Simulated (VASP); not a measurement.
# Si3N4 (I-43d) in VASP: notebook, part 2 of 2

VASP 6.6.1. Earlier steps stand in the parts before.

## (3) Electric field gradients, PBE

Input file INCAR:

```
PREC = Accurate
ENCUT = 520
EDIFF = 1E-8
ISMEAR = -1
SIGMA = 0.02
LREAL = False
LASPH = True
NELM = 100
ALGO = Normal
ISIF = 2
LWAVE = False
LCHARG = False
GGA = PE
LEFG = True
NBANDS = 45
```

Input file KPOINTS:

```
Automatic mesh
0
Gamma
  6 6 6
```

Input file POSCAR:

```
Si3N4
1.0
   -3.2373500000      3.2373500000      3.2373500000
    3.2373500000     -3.2373500000      3.2373500000
    3.2373500000      3.2373500000     -3.2373500000
Si N
6 8
Direct
    0.2500000000      0.1250000000      0.8750000000
    0.8750000000      0.2500000000      0.1250000000
    0.7500000000      0.3750000000      0.6250000000
    0.6250000000      0.7500000000      0.3750000000
    0.1250000000      0.8750000000      0.2500000000
    0.3750000000      0.6250000000      0.7500000000
    0.5628000000      0.5628000000      0.5628000000
    0.4372000000      0.5000000000      0.0000000000
    0.5000000000      0.0000000000      0.9372000000
    0.0000000000      0.4372000000      0.5000000000
    0.9372000000      0.5000000000      0.0000000000
    0.0628000000      0.0628000000      0.0628000000
    0.0000000000      0.9372000000      0.5000000000
    0.5000000000      0.0000000000      0.4372000000
```

Potentials or basis: VASP PAW PBE potentials, release 64 (Si, N).

Launch:

```console
$ cat potpaw_PBE.64/Si/POTCAR potpaw_PBE.64/N/POTCAR > POTCAR
$ mpirun -np 1 vasp_std > vasp.out
```

OUTCAR:

```text
PREC = Accurate
   ENCUT = 520
   EDIFF = 1E-8
   ISMEAR = -1
   LREAL = False
   LASPH = True
   NELM = 100
   ISIF = 2
   GGA = PE

 ion  position               nearest neighbor table
   1  0.250  0.125  0.875-  12 1.75   9 1.75   8 1.75  13 1.75   4 3.03   6 3.03   2 3.03   5 3.03
                             6 3.03   4 3.03   2 3.03   5 3.03
   2  0.875  0.250  0.125-  10 1.75  11 1.75  12 1.75   9 1.75   5 3.03   6 3.03   1 3.03   6 3.03
                             3 3.03   1 3.03   3 3.03   5 3.03
   3  0.750  0.375  0.625-   7 1.75  10 1.75  11 1.75  14 1.75   6 3.03   5 3.03   4 3.03   5 3.03
                             2 3.03   2 3.03   4 3.03   6 3.03
   4  0.625  0.750  0.375-   7 1.75   8 1.75  13 1.75  14 1.75   3 3.03   5 3.03   1 3.03   6 3.03
                             1 3.03   5 3.03   6 3.03   3 3.03
   5  0.125  0.875  0.250-  11 1.75  12 1.75  13 1.75  14 1.75   1 3.03   4 3.03   3 3.03   2 3.03
                             3 3.03   4 3.03   1 3.03   2 3.03
   6  0.375  0.625  0.750-  10 1.75   8 1.75   9 1.75   7 1.75   4 3.03   1 3.03   2 3.03   1 3.03
                             3 3.03   2 3.03   4 3.03   3 3.03
   7  0.563  0.563  0.563-   4 1.75   3 1.75   6 1.75
   8  0.437  0.500  0.000-   1 1.75   4 1.75   6 1.75
   9  0.500  0.000  0.937-   1 1.75   6 1.75   2 1.75
  10  0.000  0.437  0.500-   6 1.75   3 1.75   2 1.75
  11  0.937  0.500  0.000-   5 1.75   3 1.75   2 1.75
  12  0.063  0.063  0.063-   1 1.75   2 1.75   5 1.75
  13  0.000  0.937  0.500-   1 1.75   4 1.75   5 1.75
  14  0.500  0.000  0.437-   4 1.75   5 1.75   3 1.75

  LATTYP: Found a body centered cubic cell.
 ALAT       =     6.4747000000

  Lattice vectors:

 A1 = (  -3.2373500000,   3.2373500000,   3.2373500000)
 A2 = (   3.2373500000,  -3.2373500000,   3.2373500000)
 A3 = (   3.2373500000,   3.2373500000,  -3.2373500000)

Analysis of symmetry for initial positions (statically):
=====================================================================
 Subroutine PRICEL returns:
 Original cell was already a primitive cell.

 Routine SETGRP: Setting up the symmetry group for a
 body centered cubic supercell.

 Subroutine GETGRP returns: Found 24 space group operations
 (whereof  3 operations were pure point group operations)
 out of a pool of 48 trial point group operations.

The static configuration has the point symmetry C_3 .
[... 975 lines left out ...]
    total drift:                                0.000001      0.000001      0.000001

  FREE ENERGIE OF THE ION-ELECTRON SYSTEM (eV)
  ---------------------------------------------------
  free  energy   TOTEN  =      -113.1466037575 eV

  energy  without entropy=     -113.1466037575  energy(sigma->0) =     -113.14660376

 Electric field gradients (V/A^2)
---------------------------------------------------------------------
 ion       V_xx      V_yy      V_zz      V_xy      V_xz      V_yz
---------------------------------------------------------------------
   1      -0.799     0.400     0.400     0.000     0.000     0.000
   2       0.400    -0.799     0.400     0.000     0.000     0.000
   3      -0.799     0.400     0.400     0.000     0.000     0.000
   4       0.400    -0.799     0.400     0.000     0.000     0.000
   5       0.400     0.400    -0.799     0.000     0.000     0.000
   6       0.400     0.400    -0.799     0.000     0.000     0.000
   7       0.000    -0.000    -0.000   -27.637   -27.637   -27.637
   8      -0.000     0.000     0.000    27.635    27.635   -27.638
   9       0.000     0.000    -0.000   -27.638    27.635    27.635
  10       0.000    -0.000     0.000    27.635   -27.638    27.635
  11      -0.000     0.000     0.000    27.635    27.635   -27.638
  12      -0.000    -0.000     0.000   -27.637   -27.637   -27.637
  13       0.000    -0.000     0.000    27.635   -27.638    27.635
  14       0.000     0.000    -0.000   -27.638    27.635    27.635
---------------------------------------------------------------------

 Electric field gradients after diagonalization (V/A^2)
 (convention: |V_zz| > |V_xx| > |V_yy|)
----------------------------------------------------------------------
 ion       V_xx      V_yy      V_zz     asymmetry (V_yy - V_xx)/ V_zz
----------------------------------------------------------------------
   1       0.400     0.400    -0.799       0.000
   2       0.400     0.400    -0.799       0.000
   3       0.400     0.400    -0.799       0.000
   4       0.400     0.400    -0.799       0.000
   5       0.400     0.400    -0.799       0.000
   6       0.400     0.400    -0.799       0.000
   7      27.637    27.637   -55.275       0.000
   8      27.638    27.634   -55.272       0.000
   9      27.638    27.634   -55.272       0.000
  10      27.638    27.634   -55.272       0.000
  11      27.638    27.634   -55.272       0.000
  12      27.637    27.637   -55.275       0.000
  13      27.638    27.634   -55.272       0.000
  14      27.638    27.634   -55.272       0.000
----------------------------------------------------------------------

           NMR quadrupolar parameters

 Cq : quadrupolar parameter    Cq=e*Q*V_zz/h
 eta: asymmetry parameters     (V_yy - V_xx)/ V_zz
 Q  : nuclear electric quadrupole moment in mb (millibarn)
----------------------------------------------------------------------
 ion       Cq(MHz)       eta       Q (mb)
----------------------------------------------------------------------
   1      -0.002       0.000       1.000
   2      -0.002       0.000       1.000
   3      -0.002       0.000       1.000
   4      -0.002       0.000       1.000
   5      -0.002       0.000       1.000
   6      -0.002       0.000       1.000
   7      -0.134       0.000       1.000
   8      -0.134       0.000       1.000
   9      -0.134       0.000       1.000
  10      -0.134       0.000       1.000
  11      -0.134       0.000       1.000
  12      -0.134       0.000       1.000
  13      -0.134       0.000       1.000
  14      -0.134       0.000       1.000
----------------------------------------------------------------------
```

OSZICAR:

```text
N       E                     dE             d eps       ncg     rms          rms(c)
DAV:   1     0.256258849804E+03    0.25626E+03   -0.31280E+04  1440   0.132E+03
DAV:   2    -0.109214008401E+03   -0.36547E+03   -0.34826E+03  1863   0.273E+02
DAV:   3    -0.129064901122E+03   -0.19851E+02   -0.19725E+02  1832   0.662E+01
DAV:   4    -0.129309912983E+03   -0.24501E+00   -0.24446E+00  1824   0.799E+00
DAV:   5    -0.129314275202E+03   -0.43622E-02   -0.43581E-02  1747   0.100E+00    0.286E+01
DAV:   6    -0.113232927966E+03    0.16081E+02   -0.57756E+01  1728   0.304E+01    0.127E+01
DAV:   7    -0.113189705754E+03    0.43222E-01   -0.29168E+00  1841   0.709E+00    0.618E+00
DAV:   8    -0.113146871068E+03    0.42835E-01   -0.15153E-01  1731   0.191E+00    0.193E+00
DAV:   9    -0.113145438066E+03    0.14330E-02   -0.32920E-02  1755   0.918E-01    0.327E-01
DAV:  10    -0.113146526312E+03   -0.10882E-02   -0.28148E-03  1763   0.228E-01    0.121E-01
DAV:  11    -0.113146599564E+03   -0.73252E-04   -0.45601E-04  1640   0.107E-01    0.333E-02
DAV:  12    -0.113146601936E+03   -0.23713E-05   -0.14013E-05  1784   0.214E-02    0.110E-02
DAV:  13    -0.113146603539E+03   -0.16036E-05   -0.29293E-06  1667   0.854E-03    0.278E-03
DAV:  14    -0.113146603686E+03   -0.14666E-06   -0.20152E-07  1808   0.221E-03    0.139E-03
DAV:  15    -0.113146603756E+03   -0.69556E-07   -0.75448E-08  1622   0.135E-03    0.415E-04
DAV:  16    -0.113146603758E+03   -0.20091E-08   -0.31142E-09  1208   0.276E-04
   1 F= -.11314660E+03 E0= -.11314660E+03  d E =-.241695E-11
```

Run time: 74 s. Hardware: 1 thread of Intel Xeon 6975P-C (Granite Rapids), shared host; peak memory 0.28 GiB.

What came out:

```yaml
Free_energy: -113.1466 eV
Pressure: 1.6 GPa
Largest_force: 0.016 eV/Å
Band_gap_on_the_k_mesh: 4.07 eV, indirect (least direct gap 4.25 eV)
```

Forces in eV/Å, atoms in the order of the input:
```
Si   0.000  0.000  0.000
Si   0.000  0.000  0.000
Si   0.000  0.000  0.000
Si   0.000  0.000  0.000
Si   0.000  0.000  0.000
Si   0.000  0.000  0.000
N   -0.009 -0.009 -0.009
N   -0.009  0.009  0.009
N    0.009  0.009 -0.009
N    0.009 -0.009  0.009
N   -0.009  0.009  0.009
N   -0.009 -0.009 -0.009
N    0.009 -0.009  0.009
N    0.009  0.009 -0.009
```

Levels at points of the mesh, in eV from the valence-band top:
```
           k point  band 29  band 30  band 31  band 32  band 33  band 34  band 35  band 36
(0.00, 0.00, 0.00)    -0.16    -0.16    -0.16    -0.07     4.63     4.63     4.67     4.67
(0.50, 0.00, 0.00)    -1.28    -1.28    -0.02    -0.02     4.97     4.97     5.94     5.94
(0.50, 0.50, 0.50)    -1.91    -1.91    -1.20    -1.20     5.41     5.41     5.41     5.41
```

Electric field gradients, principal values (V/Å²):
| atom | Vxx | Vyy | Vzz |
| --- | --- | --- | --- |
| 1 Si | 0.400 | 0.400 | -0.799 |
| 2 Si | 0.400 | 0.400 | -0.799 |
| 3 Si | 0.400 | 0.400 | -0.799 |
| 4 Si | 0.400 | 0.400 | -0.799 |
| 5 Si | 0.400 | 0.400 | -0.799 |
| 6 Si | 0.400 | 0.400 | -0.799 |
| 7 N | 27.637 | 27.637 | -55.275 |
| 8 N | 27.634 | 27.638 | -55.272 |
| 9 N | 27.634 | 27.638 | -55.272 |
| 10 N | 27.634 | 27.638 | -55.272 |
| 11 N | 27.634 | 27.638 | -55.272 |
| 12 N | 27.637 | 27.637 | -55.275 |
| 13 N | 27.634 | 27.638 | -55.272 |
| 14 N | 27.634 | 27.638 | -55.272 |

A k mesh can miss the band edges. PBE gaps usually lie below the measured ones, often by a third to a half.

## (4) Electric field gradients, r2SCAN

POSCAR is that of step 3.

Input file INCAR.step1:

```
SYSTEM = Si3N4
PREC = Accurate
ENCUT = 520
ISMEAR = -1
SIGMA = 0.02
LREAL = .FALSE.
LASPH = .TRUE.
NELM = 100
NBANDS = 45
GGA = PE
ALGO = Normal
EDIFF = 1E-4
LWAVE = .TRUE.
LCHARG = .FALSE.
```

Input file INCAR.step2:

```
SYSTEM = Si3N4
PREC = Accurate
ENCUT = 520
EDIFF = 1E-8
ISMEAR = -1
SIGMA = 0.02
LREAL = .FALSE.
LASPH = .TRUE.
NELM = 100
ALGO = Normal
ISIF = 2
LWAVE = .FALSE.
LCHARG = .FALSE.
METAGGA = R2SCAN
LMIXTAU = .TRUE.
LEFG = .TRUE.
NBANDS = 45
ISTART = 1
```

Input file KPOINTS:

```
Automatic mesh
0
G
  6 6 6
  0 0 0
```

Potentials or basis: VASP PAW PBE potentials, release 64 (Si, N).

Launch:

```console
$ cat potpaw_PBE.64/Si/POTCAR potpaw_PBE.64/N/POTCAR > POTCAR
$ cp INCAR.step1 INCAR
$ mpirun -np 1 vasp_std > vasp.out
$ cp INCAR.step2 INCAR
$ mpirun -np 1 vasp_std > vasp.out
```

OUTCAR:

```text
SYSTEM = Si3N4
   PREC = Accurate
   ENCUT = 520
   EDIFF = 1E-8
   ISMEAR = -1
   LREAL = .FALSE.
   LASPH = .TRUE.
   NELM = 100
   ISIF = 2
   METAGGA = R2SCAN
   ISTART = 1

 ion  position               nearest neighbor table
   1  0.250  0.125  0.875-  12 1.75   9 1.75   8 1.75  13 1.75   4 3.03   6 3.03   2 3.03   5 3.03
                             6 3.03   4 3.03   2 3.03   5 3.03
   2  0.875  0.250  0.125-  10 1.75  11 1.75  12 1.75   9 1.75   5 3.03   6 3.03   1 3.03   6 3.03
                             3 3.03   1 3.03   3 3.03   5 3.03
   3  0.750  0.375  0.625-   7 1.75  10 1.75  11 1.75  14 1.75   6 3.03   5 3.03   4 3.03   5 3.03
                             2 3.03   2 3.03   4 3.03   6 3.03
   4  0.625  0.750  0.375-   7 1.75   8 1.75  13 1.75  14 1.75   3 3.03   5 3.03   1 3.03   6 3.03
                             1 3.03   5 3.03   6 3.03   3 3.03
   5  0.125  0.875  0.250-  11 1.75  12 1.75  13 1.75  14 1.75   1 3.03   4 3.03   3 3.03   2 3.03
                             3 3.03   4 3.03   1 3.03   2 3.03
   6  0.375  0.625  0.750-  10 1.75   8 1.75   9 1.75   7 1.75   4 3.03   1 3.03   2 3.03   1 3.03
                             3 3.03   2 3.03   4 3.03   3 3.03
[... 1046 lines left out ...]
   8      28.261    28.256   -56.517       0.000
   9      28.261    28.256   -56.517       0.000
  10      28.261    28.256   -56.517       0.000
  11      28.261    28.256   -56.517       0.000
  12      28.260    28.260   -56.519       0.000
  13      28.261    28.256   -56.517       0.000
  14      28.261    28.256   -56.517       0.000
----------------------------------------------------------------------

           NMR quadrupolar parameters

 Cq : quadrupolar parameter    Cq=e*Q*V_zz/h
 eta: asymmetry parameters     (V_yy - V_xx)/ V_zz
 Q  : nuclear electric quadrupole moment in mb (millibarn)
----------------------------------------------------------------------
 ion       Cq(MHz)       eta       Q (mb)
----------------------------------------------------------------------
   1      -0.002       0.000       1.000
   2      -0.002       0.000       1.000
   3      -0.002       0.000       1.000
   4      -0.002       0.000       1.000
   5      -0.002       0.000       1.000
   6      -0.002       0.000       1.000
   7      -0.137       0.000       1.000
   8      -0.137       0.000       1.000
   9      -0.137       0.000       1.000
  10      -0.137       0.000       1.000
  11      -0.137       0.000       1.000
  12      -0.137       0.000       1.000
  13      -0.137       0.000       1.000
  14      -0.137       0.000       1.000
----------------------------------------------------------------------
```

Run time: 4.2 min. Hardware: 1 thread of Intel Xeon 6975P-C (Granite Rapids), shared host; peak memory 0.3 GiB.

What came out:

* Free energy: -142.7458 eV
* Pressure: -4.2 GPa
* Largest force: 0.029 eV/Å
* Band gap on the k mesh: 4.69 eV, indirect (least direct gap 4.87 eV)

Forces on the atoms (eV/Å):
```
Si   0.000  0.000  0.000
Si   0.000  0.000  0.000
Si   0.000  0.000  0.000
Si   0.000  0.000  0.000
Si   0.000  0.000  0.000
Si   0.000  0.000  0.000
N    0.017  0.017  0.017
N    0.017 -0.017 -0.017
N   -0.017 -0.017  0.017
N   -0.017  0.017 -0.017
N    0.017 -0.017 -0.017
N    0.017  0.017  0.017
N   -0.017  0.017 -0.017
N   -0.017 -0.017  0.017
```

Levels at points of the mesh, in eV from the valence-band top:
| k point | band 29 | band 30 | band 31 | band 32 | band 33 | band 34 | band 35 | band 36 |
| --- | --- | --- | --- | --- | --- | --- | --- | --- |
| (0.00, 0.00, 0.00) | -0.16 | -0.16 | -0.16 | -0.08 | 5.25 | 5.25 | 5.30 | 5.30 |
| (0.50, 0.00, 0.00) | -1.29 | -1.29 | -0.02 | -0.02 | 5.60 | 5.60 | 6.63 | 6.63 |
| (0.50, 0.50, 0.50) | -1.95 | -1.95 | -1.23 | -1.23 | 6.06 | 6.06 | 6.06 | 6.06 |

Electric field gradients, principal values (V/Å²):
```csv
atom,Vxx,Vyy,Vzz
1 Si,0.389,0.390,-0.779
2 Si,0.389,0.390,-0.779
3 Si,0.389,0.390,-0.779
4 Si,0.389,0.390,-0.779
5 Si,0.389,0.390,-0.779
6 Si,0.389,0.390,-0.779
7 N,28.260,28.260,-56.519
8 N,28.256,28.261,-56.517
9 N,28.256,28.261,-56.517
10 N,28.256,28.261,-56.517
11 N,28.256,28.261,-56.517
12 N,28.260,28.260,-56.519
13 N,28.256,28.261,-56.517
14 N,28.256,28.261,-56.517
```

Caveat: the PAW data sets were made with another functional, which shifts forces and pressure a little.
